**Sliding anatase by half a cell**

Cut a crystal of anatase along a plane parallel to its base, hold both halves rigid, and slide one over the other. After one full cell vector a, the atoms again face the partners they would have had, and the fault has vanished. The energy must therefore rise and fall again on the way. Is the halfway point the top of the climb or a hollow in which the crystal could rest, and how high does it lie?

Rigid, unrelaxed slide of anatase TiO2 (unslipped: space group I4_1/amd, a = 3.771, c = 9.546 Å) across a (001) plane along cell vector a, the slip vector, with one fault per 12-atom cell. Ansatz 0.2.0, plane-wave PAW, scalar-relativistic, PBEsol, no spin polarisation, cutoff 420 eV, 7×7×3 k mesh, Gaussian smearing of 0.05 eV. Fault energies are relative to the unslipped crystal.

```csv
slip (fraction of the slip vector),fault energy (mJ/m²),shear traction (GPa (slope of the fault energy along the slip)),gap on mesh (eV)
0,0,0.00,2.104
0.1,82,4.82,2.090
0.2,406,12.58,2.019
0.3,995,17.51,1.954
0.4,1604,13.04,1.935
0.5,?,?,?
```

A slide by part of the cell vector lowers the symmetry of the crystal. The slip s is the fraction of the full slide. The fault energy is the cost for each area of the cut, and the shear traction is its slope along the slide, that is, the stress needed to hold the halves there. The gap is the energy between filled and empty states, as found on the mesh of k points.

**What symmetry fixes**

Anatase has mirror planes normal to the slip direction. Reflection in one of them turns a slide to the right into an equal slide to the left, at the same energy. A slide by –0.4 differs from one by 0.6 only by a full cell vector, so slips of 0.4 and 0.6 also cost the same. The curve is its own mirror image about the halfway point, and if it is smooth it must be level there. Symmetry thus forecasts zero traction at 0.5, but it leaves open whether the level point is a summit or a hollow.

**The shape of the climb**

The simplest curve with this symmetry is a single cosine wave, the Frenkel model of a sliding plane. It fails on the known rows. Fitted to the four energies from 0.1 to 0.4, it gives 156 mJ/m² at slip 0.1, almost twice the computed 82, and at 0.4 it falls short. The real valley is flatter than a cosine and its flank is steeper.

The first two slipped rows show this most plainly. When the slide doubles from 0.1 to 0.2, the energy grows by a factor of 406/82, or about 5. A parabola would give 4, and a cosine less than that. In this first part of the slide the resistance stiffens.

Simple geometry suggests why. A bond standing upright across the cut is at first only tilted by the slide; its length grows with the square of the displacement, so its stretching energy grows with the fourth power. The resistance to tilting adds an ordinary parabola. Such bonds do cross this cut: it runs between two planes of oxygen, and in anatase each titanium atom has one oxygen atom straight above it and another straight below.

The computed forces and stresses fit this picture. At slips of 0.1 and 0.2 they amount to a pull between the two halves, as stretched bonds would give. At 0.3 this pull is weaker, and at 0.4 the halves push each other apart, probably because oxygen atoms of the two halves now stand nearly over one another, about 2.4 Å apart. How much of the energy each effect supplies was not computed.

A second wave with half the period lets the curve have a flat valley and a sharper top:

E(s) = A (1 – cos 2πs) + B (1 – cos 4πs)

Here E is the fault energy. The same four energies give A = 938.8 and B = –132.6 mJ/m². The negative B is what flattens the valley: at slip 0.1 the first wave costs 179.3 mJ/m² and the second takes back 91.6, which leaves 87.7, close to the computed value. A and B describe a shape; they are not the energies of two kinds of bond.

**The forecast for slip 0.5**

At the halfway point the first bracket equals 2 and the second equals 0. The energy is then 2 × 938.8 = 1877.6 mJ/m², for a row that took no part in the fit. The forecast is 1880 ± 40 mJ/m², a summit along this path and not a hollow. The bar is the 95 % error of the fit, rounded up. With only two energies more than coefficients it is a rough guide, and it treats errors of shape as if they were random scatter.

This forecast is not blind. A slope taken from a smooth curve through all the points carries the hidden point with it, and a check made before the forecast was settled showed that the known tractions do point to a definite height at 0.5. The fit uses energies alone, but a hit will prove less than it would have done without that knowledge.

The gap should follow the same symmetry and level off. A constant and the same two waves, fitted to the five known gaps, lead to a forecast of 1.93 ± 0.05 eV. This bar is a judgement: the band edges may change place in the zone during the slide, and the coarse mesh may miss them.

The withheld rows as computed:

```csv
slip (fraction of the slip vector),fault energy (mJ/m²),shear traction (GPa (slope of the fault energy along the slip)),gap on mesh (eV)
0.5,1867,0.00,1.908
```

**What the halfway row shows**

The computed energy is 1867 mJ/m², which is 13 below the forecast and well inside its bar. Halfway is the highest of the computed points, with no sign of a hollow. The structure suggests why: an oxygen atom that had a titanium atom straight across the cut now stands midway between two of them, too far from either for a normal bond. The traction is zero, as it must be for the slope of a symmetric smooth curve, so this agreement is no separate test.

The small miss in energy lies in the finer shape of the curve. Four waves drawn through all four known energies give 1866 mJ/m² at the halfway point, almost exactly the computed value. Such a curve has as many coefficients as data and so offers no error bar of its own. It is also where the earlier check comes in: the known tractions had pointed to about 1867. The close hit therefore fits with a smooth energy curve, but it shows little power to foresee.

The failure of the single cosine is more telling. From the same four energies it puts the summit at 1636 mJ/m², which is 231 or about 12 % too low. It has to compromise between a valley that is too flat for it and a flank that is too steep, and the summit pays for the compromise.

The gap comes out at 1.908 eV, about 0.02 below the forecast and inside the bar. It has not visibly levelled off, though: the last step down, 0.027 eV, is larger than the one before it. A change of band edges or the coarse mesh may be the cause. Even at the summit the sheared oxide remains an insulator in this calculation. The functional makes gaps too small, so the modest narrowing along the slide is of more use than the values themselves, though its smallest steps are insecure on this mesh.

**From the height to the strength**

How strongly the crystal resists this slide depends on the stress needed to reach the summit, not on the height alone. That stress is set by the steepest part of the flank. A single cosine is steepest a quarter of the way along, and its peak traction is π times the summit energy divided by the slip length. With the computed summit this rule gives 15.6 GPa.

The largest traction in the table is 17.5 GPa, at slip 0.3. The rule is thus about 11 % too low even when it is handed the right height. The reason is the flat valley: a curve that climbs little at first must make up the height later, over a shorter stretch. The two-wave curve puts the steepest place near slip 0.31, beyond the quarter point, as this reasoning demands.

Neither figure is the stress at which a real piece of anatase yields. The atoms here may not relax and the planes may not change their distance, so at each slip the energy is an upper bound to the relaxed one. At the summit the computed forces push the halves apart, so room to separate would lower it. The summit costs 1.66 eV for each surface cell, and a rigid slide pays it in every cell of the plane at once. Real crystals usually avoid this by moving a dislocation, which shifts only a narrow strip at a time. The fault also repeats in every cell along c, and how strongly the copies act on each other was not tested. The PAW datasets were made for PBE and not for PBEsol, which adds an error of unknown size. The numbers also belong to this cut and this direction. The next cut between layers is turned by 90°. There the same slide would bring oxygen atoms straight over one another at halfway, only about 1.6 Å apart, so it is expected to cost far more.

The printed analysis below gives the fits and the slopes row by row.

Output of the analysis:

```
fit of fault_energy on 4 rows (slip > 0): coefficient of u1 818.2 +/- 56; rms 114, worst 0.2 159, leave-one-out rms 188
  rows outside the fit (model, value, miss): 0.0 0, 0, 0; 0.5 1636, 1867, -231
fit of fault_energy on 4 rows (slip > 0): coefficient of u1 938.8 +/- 4.4, coefficient of u2 -132.6 +/- 3.7; rms 4.55, worst 0.3 -5.99, leave-one-out rms 15.4
  rows outside the fit (model, value, miss): 0.0 0, 0, 0; 0.5 1878, 1867, 10.6
fit of gap_on_mesh on 5 rows: constant 2.111 +/- 0.0074, coefficient of u1 -0.09245 +/- 0.0065, coefficient of u2 -0.01645 +/- 0.0063; rms 0.00568, worst 0.1 -0.00821, leave-one-out rms 0.0191
  rows outside the fit (model, value, miss): 0.5 1.926, 1.908, 0.0179
95 % error of the two-wave energy forecast at slip 0.5, mJ/m2: 37.62
alternative forecast at 0.5, four waves through the four known energies, mJ/m2: 1866
computed energy at slip 0.4 over that at 0.1: 19.56
same ratio for a single cosine: 9.472
Energies in mJ/m2 and slopes in GPa:
  row  computed  one wave  two waves  traction  two-wave slope
  0.0         0         0          0         0               0
  0.1        82     156.3      87.67      4.82           4.992
  0.2       406     565.4      408.8     12.58           12.28
  0.3       995      1071        989     17.51           17.47
  0.4      1604      1480       1607     13.04            13.4
  0.5      1867      1636       1878         0       2.998e-15
slip at which the two-wave curve is steepest: 0.314
steepest slope of the two-wave curve, GPa: 17.58
peak traction of a single cosine with the computed height at 0.5, GPa: 15.55
computed energy at 0.5 in eV for each surface cell a by a: 1.657
narrowing of the gap from slip 0 to 0.4, eV: 0.169
```
